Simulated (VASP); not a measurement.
Input of a VASP 6.6.1 run:

File INCAR:

```
SYSTEM = BN
PREC = Accurate
ENCUT = 520
EDIFF = 1E-6
ISMEAR = 0
SIGMA = 0.01
LREAL = Auto
LASPH = .True.
NELM = 100
ALGO = Fast
ISIF = 2
LWAVE = .False.
LCHARG = .False.
GGA = PE
NBANDS = 126
```

File KPOINTS:

```
regular mesh
0
Gamma
  2 2 2
  0 0 0
```

POSCAR

```
BN
1.0
    0.0000000000      0.0000000000      8.3431635353
    7.5365434309     -4.3512253786      0.0000000000
    0.0000000000      8.7024507571      0.0000000000
B N
24 24
Direct
    0.2500000000      0.0000000000      0.1666666667
    0.2500000000      0.5000000000      0.1666666667
    0.2500000000      0.3333333333      0.3333333333
    0.2500000000      0.1666666667      0.5000000000
    0.2500000000      0.0000000000      0.6666666667
    0.2500000000      0.8333333333      0.3333333333
    0.2500000000      0.6666666667      0.5000000000
    0.2500000000      0.5000000000      0.6666666667
    0.2500000000      0.3333333333      0.8333333333
    0.2500000000      0.1666666667      0.0000000000
    0.2500000000      0.8333333333      0.8333333333
    0.2500000000      0.6666666667      0.0000000000
    0.7500000000      0.1666666667      0.1666666667
    0.7500000000      0.6666666667      0.1666666667
    0.7500000000      0.5000000000      0.3333333333
    0.7500000000      0.3333333333      0.5000000000
    0.7500000000      0.1666666667      0.6666666667
    0.7500000000      0.0000000000      0.3333333333
    0.7500000000      0.8333333333      0.5000000000
    0.7500000000      0.6666666667      0.6666666667
    0.7500000000      0.5000000000      0.8333333333
    0.7500000000      0.3333333333      0.0000000000
    0.7500000000      0.0000000000      0.8333333333
    0.7500000000      0.8333333333      1.0000000000
    0.7500000000      0.0000000000      0.1666666667
    0.7500000000      0.5000000000      0.1666666667
    0.7500000000      0.3333333333      0.3333333333
    0.7500000000      0.1666666667      0.5000000000
    0.7500000000      0.0000000000      0.6666666667
    0.7500000000      0.8333333333      0.3333333333
    0.7500000000      0.6666666667      0.5000000000
    0.7500000000      0.5000000000      0.6666666667
    0.7500000000      0.3333333333      0.8333333333
    0.7500000000      0.1666666667      0.0000000000
    0.7500000000      0.8333333333      0.8333333333
    0.7500000000      0.6666666667      0.0000000000
    0.2500000000      0.1666666667      0.1666666667
    0.2500000000      0.6666666667      0.1666666667
    0.2500000000      0.5000000000      0.3333333333
    0.2500000000      0.3333333333      0.5000000000
    0.2500000000      0.1666666667      0.6666666667
    0.2500000000      0.0000000000      0.3333333333
    0.2500000000      0.8333333333      0.5000000000
    0.2500000000      0.6666666667      0.6666666667
    0.2500000000      0.5000000000      0.8333333333
    0.2500000000      0.3333333333      0.0000000000
    0.2500000000      0.0000000000      0.8333333333
    0.2500000000      0.8333333333      1.0000000000
```

Potentials or basis: VASP PAW PBE potentials, release 64 (B, N).

The run is started by

```console
$ cat potpaw_PBE.64/B/POTCAR potpaw_PBE.64/N/POTCAR > POTCAR
$ mpirun -np 1 vasp_std > vasp.out
```

Predict the band gap on the k mesh.

4.39 eV.

Predict the pressure.

0.1 GPa.

Stress tensor (GPa, compression positive):
```
 0.15  0.00  0.00
 0.00  0.15  0.00
 0.00  0.00 -0.09
```

Caveat: this functional lacks dispersion, which binds the layers, so the pressure and a relaxed spacing across them are unreliable. A k mesh can miss the band edges.
